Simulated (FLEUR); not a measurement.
The system is Mg.

```
CELL_PARAMETERS angstrom
0.00000 2.24426 2.24426
2.24426 0.00000 2.24426
2.24426 2.24426 0.00000
ATOMIC_POSITIONS crystal
Mg 0.00000 0.00000 0.00000
```

This isn't the form of Mg at room conditions, which is hcp.

```yaml
Program: FLEUR MaX-R8.1 (later development tree)
Task: single point
Functional: PBE
Potentials_or_basis: all-electron
Basis: FLAPW
Kmax: 3.8 1/bohr
k_mesh: 10 × 10 × 10
Occupations: fermi-dirac, width 0.05 eV
Spin: no spin polarisation
Gmax: 11.8 1/bohr
Muffin-tin_radii: Mg 2.66 bohr
lmax: Mg 11
Local_orbitals_a_species: Mg 5
Max_iterations: 60
Mixing_factor: 0.05
Mixer: Anderson
Mixer_history: 15
Density_convergence: 1e-05 me/bohr^3
```

On this cell: band gap on the k mesh none (metal or under the smearing width).

The same run follows on a disturbed copy (cell strained at random at fixed volume):

```
CELL_PARAMETERS angstrom
0.02074 2.21365 2.27413
2.26756 0.04128 2.25359
2.30140 2.22695 0.00745
ATOMIC_POSITIONS crystal
Mg 0.00172 0.00720 0.98951
```

Question: What changes?

Answer: The energy (extrapolated to zero smearing) moves by +1.1 meV/atom; band gap on the k mesh none (metal or under the smearing width).
